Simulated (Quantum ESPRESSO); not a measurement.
Si, 2 atoms in the cell. It takes space group Fd-3m (No. 227, cubic). The conventional cell has a = 5.444 Å, b = 5.444 Å, c = 5.444 Å, α = 90.00°, β = 90.00°, γ = 90.00°. Si (site symmetry -43m) has 4 Si at 2.36 Å as nearest neighbours. 

* Program: Quantum ESPRESSO 7.5
* Task: phonons
* Functional: PBE
* Potentials or basis: Ansatz NC SR PBE
* Cutoff: 490 eV
* Density cutoff: 1959 eV
* k mesh: 8 × 8 × 8, shifted
* Occupations: fermi-dirac, width 0.05 eV
* Spin: no spin polarisation
* Mixing beta: 0.5
* Most SCF iterations: 120
* SCF threshold: 4e-10 Ry

Potentials or basis: Ansatz NC SR PBE.

Run with:

```console
$ OMP_NUM_THREADS=1 pw.x -in pw.in > pw.out
$ OMP_NUM_THREADS=1 pw.x -in scf2.in > scf2.out
$ OMP_NUM_THREADS=1 ph.x -in ph.in > ph.out
$ OMP_NUM_THREADS=1 dynmat.x -in dynmat.in > dynmat.out
$ OMP_NUM_THREADS=1 dynmat.x -in dynmat_lo.in > dynmat_lo.out
```

Hardware: 1 thread of Intel(R) Xeon(R) Processor @ 2.50GHz (Skylake/Cascade Lake) (shared host).

Estimate the wall time of this run.

Wall time 2.9 min on 1 thread of Intel(R) Xeon(R) Processor @ 2.50GHz (Skylake/Cascade Lake), with other jobs on the host, peak memory 0.05 GiB. Counts: scf iterations 10, k pools 1, bands 9, k points 60, g dense 7823.
